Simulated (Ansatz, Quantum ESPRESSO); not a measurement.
## Ga1-xInxAs: cell size against composition

Does the cell follow a straight line between the end members?

Calculated with Ansatz 0.2.0, r2SCAN, PAW files of the set soft_1, cutoff 600 eV, Fermi–Dirac smearing 0.02 eV, k-mesh 4×4×4, no spin polarisation, no spin-orbit coupling.

Each composition is one ordered cell of the zinc blende structure with 8 sites to fill (x is the share of In on the Ga sites), chosen so that its near-neighbour pairs are as close to random as the cell allows, with cell and atoms relaxed. The cell at x = 0.25: a = 8.1782 Å, b = 8.1782 Å, c = 8.1621 Å, α = 60.06°, β = 60.06°, γ = 59.98°.

```
    x    formula  space group  volume for each atom (Å³)
    0       GaAs        F-43m                     22.729
 0.25   InGa3As4         Amm2                     24.145
0.375  In3Ga5As8          R3m                     24.866
  0.5    InGaAs2         Ima2                     25.557
0.625  In5Ga3As8          R3m                     26.304
 0.75   In3GaAs4         Amm2                     27.020
0.875   In7GaAs8        F-43m                     27.745
    1       InAs        F-43m                     28.482
```

**Question.** Fit the trend and give the value at x = 0.125, a row left out above.

The law is y = (1 − x) y0 + x y1 − b x(1 − x). With w = x(1 − x) and δ the distance of each inner row from the straight line, b = −Σδw/Σw².

```
    x       w       δ
 0.25  0.1875  −0.022
0.375  0.2344  −0.020
  0.5  0.2500  −0.049
0.625  0.2344  −0.021
 0.75  0.1875  −0.024
0.875  0.1094  −0.018
```

Σδw = −0.03231 and Σw² = 0.2546, so b = 0.127 Å³. At x = 0.125 the law gives 23.434 Å³. The run itself gives 23.435 Å³, so the estimate misses by 0.001 Å³; the fitted rows themselves lie up to 0.017 Å³ off the law.

At x = 0.5 the bowing term is 0.12 % of the value there, against 25.3 % between the ends, so the straight line holds well.

One small ordered cell stands for each composition, so a random alloy may differ.

The same fit over all rows at other levels or in other programs gives b = 0.124 Å³ with PBEsol (Ansatz) and 0.120 Å³ with PBEsol (Quantum ESPRESSO, GBRV).

[Logs are printed without paths, hosts, clocks, repeated set-up lines and the standing remarks that a program may print on its own settings, such as how far it seeks lower states.]
